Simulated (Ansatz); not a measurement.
# Al2O3 (R-3c): the host for defect calculations, part 3 of 3

Aim: the runs on the perfect crystal Al2O3 (R-3c) that a defect calculation needs first.

Ansatz 0.2.0; plane-wave PAW DFT, PBEsol; relaxation of the host's cell and atoms (the session's first sound run).

So far. Step 3 (Dielectric tensors of the host): The principal values of the electronic dielectric tensor are 3.26, 3.30 and 3.30. The principal values of the static dielectric tensor are 9.72, 9.72 and 11.81.

## 7. Defect free supercell relaxed from displaced atoms

This step: plane-wave PAW DFT, PBEsol; relaxation of the defect-free supercell from random displacements, a test of the host's stability (Ansatz 0.2.0).

pristine.rattled/input.yaml

```yaml
crystal:
  lattice:
    - [4.7738674274, 2.7561936443, 8.6765380597]
    - [-4.7738674274, 2.7561936443, 8.6765380597]
    - [0.0, -5.5123872885, 8.6765380597]
  atoms:
    - { symbol: Al, position: [0.323960443, 0.323960443, 0.323960443] }
    - { symbol: Al, position: [0.426039557, 0.426039557, 0.426039557] }
    - { symbol: Al, position: [0.073960443, 0.073960443, 0.073960443] }
    - { symbol: Al, position: [0.176039557, 0.176039557, 0.176039557] }
    - { symbol: O, position: [0.2220701173, 0.0279298827, 0.375] }
    - { symbol: O, position: [0.4720701173, 0.125, 0.2779298827] }
    - { symbol: O, position: [0.0279298827, 0.375, 0.2220701173] }
    - { symbol: O, position: [0.375, 0.2220701173, 0.0279298827] }
    - { symbol: O, position: [0.125, 0.2779298827, 0.4720701173] }
    - { symbol: O, position: [0.2779298827, 0.4720701173, 0.125] }
    - { symbol: Al, position: [0.323960443, 0.323960443, 0.823960443] }
    - { symbol: Al, position: [0.426039557, 0.426039557, 0.926039557] }
    - { symbol: Al, position: [0.073960443, 0.073960443, 0.573960443] }
    - { symbol: Al, position: [0.176039557, 0.176039557, 0.676039557] }
    - { symbol: O, position: [0.2220701173, 0.0279298827, 0.875] }
    - { symbol: O, position: [0.4720701173, 0.125, 0.7779298827] }
    - { symbol: O, position: [0.0279298827, 0.375, 0.7220701173] }
    - { symbol: O, position: [0.375, 0.2220701173, 0.5279298827] }
    - { symbol: O, position: [0.125, 0.2779298827, 0.9720701173] }
    - { symbol: O, position: [0.2779298827, 0.4720701173, 0.625] }
    - { symbol: Al, position: [0.323960443, 0.823960443, 0.323960443] }
    - { symbol: Al, position: [0.426039557, 0.926039557, 0.426039557] }
    - { symbol: Al, position: [0.073960443, 0.573960443, 0.073960443] }
    - { symbol: Al, position: [0.176039557, 0.676039557, 0.176039557] }
    - { symbol: O, position: [0.2220701173, 0.5279298827, 0.375] }
    - { symbol: O, position: [0.4720701173, 0.625, 0.2779298827] }
    - { symbol: O, position: [0.0279298827, 0.875, 0.2220701173] }
    - { symbol: O, position: [0.375, 0.7220701173, 0.0279298827] }
    - { symbol: O, position: [0.125, 0.7779298827, 0.4720701173] }
    - { symbol: O, position: [0.2779298827, 0.9720701173, 0.125] }
    - { symbol: Al, position: [0.323960443, 0.823960443, 0.823960443] }
    - { symbol: Al, position: [0.426039557, 0.926039557, 0.926039557] }
    - { symbol: Al, position: [0.073960443, 0.573960443, 0.573960443] }
    - { symbol: Al, position: [0.176039557, 0.676039557, 0.676039557] }
    - { symbol: O, position: [0.2220701173, 0.5279298827, 0.875] }
    - { symbol: O, position: [0.4720701173, 0.625, 0.7779298827] }
    - { symbol: O, position: [0.0279298827, 0.875, 0.7220701173] }
    - { symbol: O, position: [0.375, 0.7220701173, 0.5279298827] }
    - { symbol: O, position: [0.125, 0.7779298827, 0.9720701173] }
    - { symbol: O, position: [0.2779298827, 0.9720701173, 0.625] }
    - { symbol: Al, position: [0.823960443, 0.323960443, 0.323960443] }
    - { symbol: Al, position: [0.926039557, 0.426039557, 0.426039557] }
    - { symbol: Al, position: [0.573960443, 0.073960443, 0.073960443] }
    - { symbol: Al, position: [0.676039557, 0.176039557, 0.176039557] }
    - { symbol: O, position: [0.7220701173, 0.0279298827, 0.375] }
    - { symbol: O, position: [0.9720701173, 0.125, 0.2779298827] }
    - { symbol: O, position: [0.5279298827, 0.375, 0.2220701173] }
    - { symbol: O, position: [0.875, 0.2220701173, 0.0279298827] }
    - { symbol: O, position: [0.625, 0.2779298827, 0.4720701173] }
    - { symbol: O, position: [0.7779298827, 0.4720701173, 0.125] }
    - { symbol: Al, position: [0.823960443, 0.323960443, 0.823960443] }
    - { symbol: Al, position: [0.926039557, 0.426039557, 0.926039557] }
    - { symbol: Al, position: [0.573960443, 0.073960443, 0.573960443] }
    - { symbol: Al, position: [0.676039557, 0.176039557, 0.676039557] }
    - { symbol: O, position: [0.7220701173, 0.0279298827, 0.875] }
    - { symbol: O, position: [0.9720701173, 0.125, 0.7779298827] }
    - { symbol: O, position: [0.5279298827, 0.375, 0.7220701173] }
    - { symbol: O, position: [0.875, 0.2220701173, 0.5279298827] }
    - { symbol: O, position: [0.625, 0.2779298827, 0.9720701173] }
    - { symbol: O, position: [0.7779298827, 0.4720701173, 0.625] }
    - { symbol: Al, position: [0.823960443, 0.823960443, 0.323960443] }
    - { symbol: Al, position: [0.926039557, 0.926039557, 0.426039557] }
    - { symbol: Al, position: [0.573960443, 0.573960443, 0.073960443] }
    - { symbol: Al, position: [0.676039557, 0.676039557, 0.176039557] }
    - { symbol: O, position: [0.7220701173, 0.5279298827, 0.375] }
    - { symbol: O, position: [0.9720701173, 0.625, 0.2779298827] }
    - { symbol: O, position: [0.5279298827, 0.875, 0.2220701173] }
    - { symbol: O, position: [0.875, 0.7220701173, 0.0279298827] }
    - { symbol: O, position: [0.625, 0.7779298827, 0.4720701173] }
    - { symbol: O, position: [0.7779298827, 0.9720701173, 0.125] }
    - { symbol: Al, position: [0.823960443, 0.823960443, 0.823960443] }
    - { symbol: Al, position: [0.926039557, 0.926039557, 0.926039557] }
    - { symbol: Al, position: [0.573960443, 0.573960443, 0.573960443] }
    - { symbol: Al, position: [0.676039557, 0.676039557, 0.676039557] }
    - { symbol: O, position: [0.7220701173, 0.5279298827, 0.875] }
    - { symbol: O, position: [0.9720701173, 0.625, 0.7779298827] }
    - { symbol: O, position: [0.5279298827, 0.875, 0.7220701173] }
    - { symbol: O, position: [0.875, 0.7220701173, 0.5279298827] }
    - { symbol: O, position: [0.625, 0.7779298827, 0.9720701173] }
    - { symbol: O, position: [0.7779298827, 0.9720701173, 0.625] }
basis:
  ecutwfc: 420
  xc_grid: 2
hamiltonian:
  xc: pbesol
kpoints:
  mp_grid: { grid: [1, 1, 1], shift: [0.25, 0.25, 0.25] }
scf:
  occupations: { method: fermi_dirac, width: 0.01 }
  max_iter: 80
output:
  forces: true
relax:
  f_tol: 0.01
  max_steps: 120
  random_displacement: { amplitude: 0.08, seed: 5219 }
checkpoint:
  write: "../pristine.rattled.run"
  compress: false
  write_wavefunctions: false
  write_every: 100000
```

The run is started by

```
$ ansatz run input.yaml --threads 8 --pin off --max-ram 22609MiB --backend cpu --events-out ev --progress --plain --runs-dir out
```

Numbers of over 12 decimals in the logs are rounded to 6 here.

The program printed:

```text
[...]
Crystal: 80 atoms, lattice volume = 684.980 Å³
Basis set: ecut = 420 eV, 13367 PW (Γ), exchange–correlation on 144×144×144 points (8 copies of the dense FFT grid, shifted against one another)
Bands: 272, of which v1, the nominal top of the filled ones, is band 192 counted from 1 (191 counted from 0)
Symmetry: 1 space group operations
k-points: 1
[...]
SCF iter   1: F=—  HF=-43825.919466 eV  |F-HF|=—  |Δ(HF+E_count)|=         —  Δρ=1.56e-2  dr2=1.24e0  ethr=1.77e-3  ⟨swp⟩=6.0  Hψ=1207  notcnv=0  defer=70
[...]
SCF iter   6: F=-43825.536582 eV  HF=-43825.536583 eV  |F-HF|=3.93e-7  |Δ(HF+E_count)|=   9.59e-6  Δρ=1.84e-5  dr2=1.31e-6  ethr=6.51e-10  ⟨swp⟩=4.0  Hψ=804  notcnv=0
SCF 1 converged in 6 iterations: F = -43825.536582 eV  dr2 = 1.31e-6
[...]
relax step   1: F+E_penalty+E_count = -43825.53658242 eV  Δ(F+E_penalty+E_count) = +0.000e0 eV  max|allowed force component| = 3.380e0 eV/Å  Δτ_max = 0.0000 Å  (6 SCF iters, dr2 threshold 2.50e-6 eV, accepted)
[...]
relax step   2: F+E_penalty+E_count = -43828.52260399 eV  Δ(F+E_penalty+E_count) = -2.986e0 eV  max|allowed force component| = 1.831e0 eV/Å  Δτ_max = 0.0655 Å  (6 SCF iters, dr2 threshold 1.00e-4 eV, accepted)
relax step   3: F+E_penalty+E_count = -43830.46621011 eV  Δ(F+E_penalty+E_count) = -1.944e0 eV  max|allowed force component| = 4.403e-2 eV/Å  Δτ_max = 0.0863 Å  (6 SCF iters, dr2 threshold 1.00e-4 eV, accepted)
relax step   4: F+E_penalty+E_count = -43830.46621661 eV  Δ(F+E_penalty+E_count) = -6.501e-6 eV  max|allowed force component| = 4.389e-2 eV/Å  Δτ_max = 0.0000 Å  (4 SCF iters, accepted)
relax step   5: F+E_penalty+E_count = -43830.46726867 eV  Δ(F+E_penalty+E_count) = -1.052e-3 eV  max|allowed force component| = 9.068e-4 eV/Å  Δτ_max = 0.0031 Å  (5 SCF iters, dr2 threshold 1.20e-7 eV, accepted)
[...]
SCF iter   2: F=-43830.467269 eV  HF=-43830.467269 eV  |F-HF|=1.53e-10  |Δ(HF+E_count)|=   7.35e-5  Δρ=8.94e-7  dr2=5.02e-9  ethr=7.34e-12  ⟨swp⟩=3.0  Hψ=660  notcnv=0
SCF 6 converged in 2 iterations: F = -43830.467269 eV  dr2 = 5.02e-9
relax step   6: F+E_penalty+E_count = -43830.46726868 eV  Δ(F+E_penalty+E_count) = -1.080e-8 eV  max|allowed force component| = 9.078e-4 eV/Å  Δτ_max = 0.0000 Å  (2 SCF iters, accepted)
SCF converged after 2 iterations
Free energy (F): -43830.467269 eV
[...]
Internal energy: -43830.467269 eV  (E = F + TS)
E sigma→0 (E₀):  -43830.467269 eV
Fermi energy:    10.686558 eV
[...]
--- Forces (eV/Å), atoms counted from 1 ---
  atom   1  Al    -0.00072729     0.00008762    -0.00045347
  atom   2  Al     0.00009550     0.00029445    -0.00016560
  atom   3  Al    -0.00041519    -0.00057846     0.00001294
  atom   4  Al     0.00025232     0.00021855    -0.00012340
  atom   5  O      0.00002340     0.00010206     0.00015636
  atom   6  O     -0.00005379    -0.00017652    -0.00000678
  atom   7  O      0.00014248     0.00026764    -0.00003232
  atom   8  O      0.00007128    -0.00025691     0.00004129
  atom   9  O     -0.00000915     0.00010452     0.00041872
  atom  10  O      0.00037521     0.00006189     0.00024362
  atom  11  Al    -0.00040829     0.00041788     0.00018086
  atom  12  Al    -0.00010771     0.00013019    -0.00001750
  atom  13  Al    -0.00053966     0.00043458     0.00032941
  atom  14  Al     0.00003870    -0.00003590     0.00003782
  atom  15  O      0.00000163     0.00017367     0.00005265
  atom  16  O      0.00021569    -0.00016475    -0.00012086
  atom  17  O      0.00016132    -0.00019077    -0.00000625
  atom  18  O      0.00040542     0.00017454     0.00029891
  atom  19  O     -0.00003766    -0.00046769     0.00003739
  atom  20  O     -0.00027894     0.00022536     0.00016712
  atom  21  Al    -0.00017890    -0.00026515     0.00026205
  atom  22  Al     0.00040811     0.00075967     0.00009386
  atom  23  Al     0.00017768    -0.00009087     0.00019288
  atom  24  Al     0.00012618     0.00020171    -0.00011081
  atom  25  O     -0.00050442    -0.00014942     0.00000812
  atom  26  O     -0.00026124     0.00020845     0.00050303
  atom  27  O      0.00004246     0.00012691    -0.00023335
  atom  28  O      0.00001222     0.00025203    -0.00006950
  atom  29  O      0.00013004     0.00007658    -0.00002930
  atom  30  O      0.00022068     0.00014936     0.00023392
  atom  31  Al     0.00030937     0.00000636     0.00035030
  atom  32  Al    -0.00030263     0.00010065    -0.00001628
  atom  33  Al     0.00030202     0.00016682    -0.00090769
  atom  34  Al    -0.00017413    -0.00009802     0.00008819
  atom  35  O      0.00041366    -0.00027554     0.00022609
  atom  36  O      0.00013721     0.00009021    -0.00029868
  atom  37  O      0.00012962    -0.00032531     0.00018530
  atom  38  O     -0.00041278     0.00015914    -0.00000565
  atom  39  O      0.00014632     0.00001971    -0.00025958
  atom  40  O     -0.00027461     0.00040844     0.00005397
[...]
atom  69  O     -0.00014164     0.00018408     0.00003594
  atom  70  O      0.00005001     0.00014239    -0.00031881
  atom  71  Al    -0.00009529    -0.00006345     0.00008441
  atom  72  Al    -0.00013959    -0.00006081     0.00044573
  atom  73  Al    -0.00038404    -0.00048257    -0.00017859
  atom  74  Al     0.00001010     0.00026095    -0.00033468
  atom  75  O      0.00012145     0.00007392     0.00021595
  atom  76  O      0.00031219     0.00006350     0.00026974
  atom  77  O      0.00012722    -0.00039926    -0.00036992
  atom  78  O     -0.00010159    -0.00026884     0.00002114
  atom  79  O     -0.00017361    -0.00022265     0.00021924
  atom  80  O     -0.00005919     0.00016219     0.00001533
  max |Σ_I F_I| component: 5.68e-6 eV/Å
--- Relaxed structure (6 steps of the walk, 6 accepted, 0 SCFs on fresh bases) ---
  F+E_penalty+E_count = -43830.46726868 eV   max|allowed force component| = 9.078e-4 eV/Å
  atoms:
    - { symbol: Al, position: [0.323748, 0.324694, 0.324231] }
    - { symbol: Al, position: [0.425822, 0.426792, 0.426326] }
    - { symbol: Al, position: [0.073746, 0.074703, 0.074224] }
    - { symbol: Al, position: [0.175821, 0.176796, 0.176325] }
    - { symbol: O, position: [0.221811, 0.028713, 0.375278] }
    - { symbol: O, position: [0.471814, 0.125740, 0.278248] }
    - { symbol: O, position: [0.027750, 0.375753, 0.222306] }
    - { symbol: O, position: [0.374779, 0.222780, 0.028247] }
    - { symbol: O, position: [0.124788, 0.278711, 0.472302] }
    - { symbol: O, position: [0.277747, 0.472779, 0.125279] }
    - { symbol: Al, position: [0.323741, 0.324698, 0.824235] }
    - { symbol: Al, position: [0.425828, 0.426794, 0.926323] }
    - { symbol: Al, position: [0.073736, 0.074698, 0.574233] }
    - { symbol: Al, position: [0.175824, 0.176794, 0.676319] }
    - { symbol: O, position: [0.221813, 0.028717, 0.875274] }
    - { symbol: O, position: [0.471814, 0.125748, 0.778247] }
    - { symbol: O, position: [0.027751, 0.375752, 0.722301] }
    - { symbol: O, position: [0.374779, 0.222776, 0.528248] }
    - { symbol: O, position: [0.124786, 0.278719, 0.972301] }
    - { symbol: O, position: [0.277752, 0.472773, 0.625281] }
    - { symbol: Al, position: [0.323743, 0.824699, 0.324224] }
    - { symbol: Al, position: [0.425821, 0.926787, 0.426329] }
    - { symbol: Al, position: [0.073737, 0.574708, 0.074228] }
    - { symbol: Al, position: [0.175825, 0.676791, 0.176328] }
    - { symbol: O, position: [0.221816, 0.528713, 0.375279] }
    - { symbol: O, position: [0.471812, 0.625743, 0.278243] }
    - { symbol: O, position: [0.027755, 0.875750, 0.222309] }
    - { symbol: O, position: [0.374781, 0.722777, 0.028249] }
    - { symbol: O, position: [0.124786, 0.778717, 0.472306] }
    - { symbol: O, position: [0.277750, 0.972779, 0.125274] }
    - { symbol: Al, position: [0.323732, 0.824703, 0.824234] }
    - { symbol: Al, position: [0.425832, 0.926789, 0.926319] }
    - { symbol: Al, position: [0.073737, 0.574708, 0.574235] }
    - { symbol: Al, position: [0.175834, 0.676790, 0.676318] }
    - { symbol: O, position: [0.221811, 0.528723, 0.875273] }
    - { symbol: O, position: [0.471813, 0.625750, 0.778250] }
    - { symbol: O, position: [0.027752, 0.875748, 0.722302] }
    - { symbol: O, position: [0.374790, 0.722770, 0.528245] }
    - { symbol: O, position: [0.124777, 0.778722, 0.972310] }
    - { symbol: O, position: [0.277748, 0.972770, 0.625282] }
    - { symbol: Al, position: [0.823731, 0.324709, 0.324236] }
    - { symbol: Al, position: [0.925839, 0.426794, 0.426313] }
    - { symbol: Al, position: [0.573732, 0.074704, 0.074235] }
    - { symbol: Al, position: [0.675838, 0.176787, 0.176320] }
    - { symbol: O, position: [0.721814, 0.028724, 0.375277] }
    - { symbol: O, position: [0.971809, 0.125756, 0.278245] }
    - { symbol: O, position: [0.527755, 0.375740, 0.222304] }
    - { symbol: O, position: [0.874788, 0.222779, 0.028242] }
    - { symbol: O, position: [0.624777, 0.278722, 0.472308] }
    - { symbol: O, position: [0.777752, 0.472778, 0.125273] }
    - { symbol: Al, position: [0.823735, 0.324711, 0.824226] }
    - { symbol: Al, position: [0.925830, 0.426790, 0.926322] }
    - { symbol: Al, position: [0.573739, 0.074710, 0.574230] }
    - { symbol: Al, position: [0.675829, 0.176794, 0.676325] }
    - { symbol: O, position: [0.721813, 0.028719, 0.875279] }
    - { symbol: O, position: [0.971810, 0.125752, 0.778242] }
    - { symbol: O, position: [0.527755, 0.375747, 0.722309] }
    - { symbol: O, position: [0.874781, 0.222784, 0.528241] }
    - { symbol: O, position: [0.624783, 0.278714, 0.972309] }
    - { symbol: O, position: [0.777753, 0.472783, 0.625269] }
    - { symbol: Al, position: [0.823737, 0.824707, 0.324237] }
    - { symbol: Al, position: [0.925833, 0.926799, 0.426318] }
    - { symbol: Al, position: [0.573739, 0.574696, 0.074232] }
    - { symbol: Al, position: [0.675829, 0.676794, 0.176314] }
    - { symbol: O, position: [0.721809, 0.528721, 0.375271] }
    - { symbol: O, position: [0.971809, 0.625753, 0.278249] }
    - { symbol: O, position: [0.527751, 0.875746, 0.222301] }
    - { symbol: O, position: [0.874785, 0.722776, 0.028243] }
    - { symbol: O, position: [0.624781, 0.778720, 0.472308] }
    - { symbol: O, position: [0.777755, 0.972777, 0.125280] }
    - { symbol: Al, position: [0.823740, 0.824702, 0.824228] }
    - { symbol: Al, position: [0.925824, 0.926794, 0.926321] }
    - { symbol: Al, position: [0.573749, 0.574701, 0.574227] }
    - { symbol: Al, position: [0.675825, 0.676799, 0.676323] }
    - { symbol: O, position: [0.721810, 0.528717, 0.875275] }
    - { symbol: O, position: [0.971809, 0.625748, 0.778244] }
    - { symbol: O, position: [0.527754, 0.875754, 0.722304] }
    - { symbol: O, position: [0.874783, 0.722782, 0.528245] }
    - { symbol: O, position: [0.624787, 0.778715, 0.972301] }
    - { symbol: O, position: [0.777755, 0.972781, 0.625276] }
```

Run time: 24 s. Hardware: 8 threads of Arm Neoverse V2, shared host; peak memory 1.3 GiB; 2.6 min of CPU time.

The steps of the relaxation:

```
step  energy less that of the first step (eV)  largest force component (eV/Å)
   1                                   0.0000                          3.3799
   2                                  -2.9860                          1.8312
   3                                  -4.9296                          0.0440
   4                                  -4.9296                          0.0439
   5                                  -4.9307                          0.0009
   6                                  -4.9307                          0.0009
```

The relaxation ends 62 meV an atom lower than the displaced start, with a largest force component of 9.1e-4 eV/Å.

## 8. Summary of results

| Property | Result |
| --- | --- |
| primitive cell vectors, lengths | 5.140, 5.140, 5.140 Å |
| electronic dielectric constant | principal values (3.26, 3.30, 3.30) |
| static dielectric constant | principal values (9.72, 9.72, 11.81) |
| gap on the k-mesh of the response run (PBEsol) | 6.03 eV |
| supercell relaxed in its symmetry less the displaced and relaxed one | 0.000 eV |
| energy an atom at one point at (¼, ¼, ¼) less that on the dense mesh | 0.004 eV |

**Reading.** Step 7: The energy fell by 4.931 eV from the randomly displaced start; the atoms end within 0.005 Å of the sites as typed, once the mean shift is taken out. The displaced cell ends within 0.01 eV of the symmetric one relaxed in its symmetry, so no lower structure shows in this supercell. The k-mesh can miss the band edges, so this gap is an upper bound at this level. All at zero temperature.

[Logs are printed without paths, hosts, clocks, repeated set-up lines and the standing remarks that a program may print on its own settings, such as how far it seeks lower states.]

[Hosts, paths, dates, database ids (printed as entryN), source tags and the programs' standing remarks are cut or masked in the printed files.]

[Runs of the host that timed out are not shown.]

[For some hosts the program warned that the k-mesh of the response run may be too coarse for force constants and the static dielectric constant; such warnings are not always shown.]
